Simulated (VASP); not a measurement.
The system is Ta.

```
Ta
1.0
     0.00000    2.86000    2.86000
     2.86000    0.00000    2.86000
     2.86000    2.86000    0.00000
Ta
2
Direct
  0.00000 0.00000 0.00000
  0.25000 0.25000 0.25000
```

The cell was built by a generator and needn't be a form met in nature.

- Program: VASP 6.6.1
- Task: relaxation of cell and atoms
- Functional: PBEsol
- Potentials or basis: VASP PAW PBE potentials, release 64 (Ta_pv)
- Cutoff: 600 eV
- k mesh: 7 × 7 × 7
- Occupations: methfessel-paxton, width 0.05 eV
- Spin: no spin polarisation

At the start: pressure 14.9 GPa; volume 23.39 Å³/atom.

Task: How do energy, volume and symmetry change on relaxing?

Result: Over 4 steps the energy falls by 153.8 meV/atom and the volume is 27.16 Å³/atom (+16.1 %); space group Fd-3m (No. 227, to 0.05 Å).

The path:
```
step  energy change (eV)  largest force (eV/Å)  pressure (GPa)  volume (Å³)
   1              0.0000                0.0000           14.92        46.79
   2             -0.0301                0.0000           -9.18        63.15
   3             -0.3074                0.0000           -0.20        54.47
   4             -0.3075                0.0000           -0.01        54.31
```

Final structure:
```xyz
2
Lattice="0.0000 3.0058 3.0058 3.0058 0.0000 3.0058 3.0058 3.0058 0.0000" Properties=species:S:1:pos:R:3 pbc="T T T"
Ta    0.0000    0.0000    0.0000
Ta    1.5029    1.5029    1.5029
```

Caveat: the volume moved by over 15 % at a fixed basis, so the end points are rough; the PAW data sets were made with another functional, which shifts forces and pressure a little.
